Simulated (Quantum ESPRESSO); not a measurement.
Crystal: Tb.

```xyz
1
Lattice="0.0000 2.5200 2.5200 2.5200 0.0000 2.5200 2.5200 2.5200 0.0000" Properties=species:S:1:pos:R:3 pbc="T T T"
Tb    0.0000    0.0000    0.0000
```

This isn't the form of Tb at room conditions, which is hcp.

```yaml
Program: Quantum ESPRESSO 7.5
Task: single point
Functional: PBE
Potentials_or_basis: SSSP 1.3 efficiency PBE
Cutoff: 748 eV
Density_cutoff: 5987 eV
k_mesh: 9 × 9 × 9
Occupations: fermi-dirac, width 0.05 eV
Spin: collinear spin, ferromagnetic start
Starting_moments: "[6.0] μB"
```

On this cell: pressure -0.5 GPa; net moment 5.88 μB per cell; site moments Tb +5.87 μB; band gap on the k mesh none (metal or under the smearing width).

The same run follows on a disturbed copy (cell strained at random at fixed volume):

```
CELL_PARAMETERS angstrom
-0.04084 2.58236 2.45205
2.49875 -0.01184 2.42305
2.51580 2.57041 -0.02889
ATOMIC_POSITIONS crystal
Tb 0.98506 0.00114 0.02517
```

Task: What does the disturbed cell give?

Result: The energy (extrapolated to zero smearing) moves by +5.7 meV/atom; pressure -0.5 GPa; net moment 5.90 μB per cell; site moments Tb +5.87 μB; band gap on the k mesh none (metal or under the smearing width).

Stress tensor (GPa, compression positive):
```
-0.50  0.28  0.74
 0.28 -1.09  0.00
 0.74  0.00  0.20
```

Caveats: the magnetic or orbital state may not be the lowest; spin-orbit coupling is left out, which moves the levels of the heavy elements.
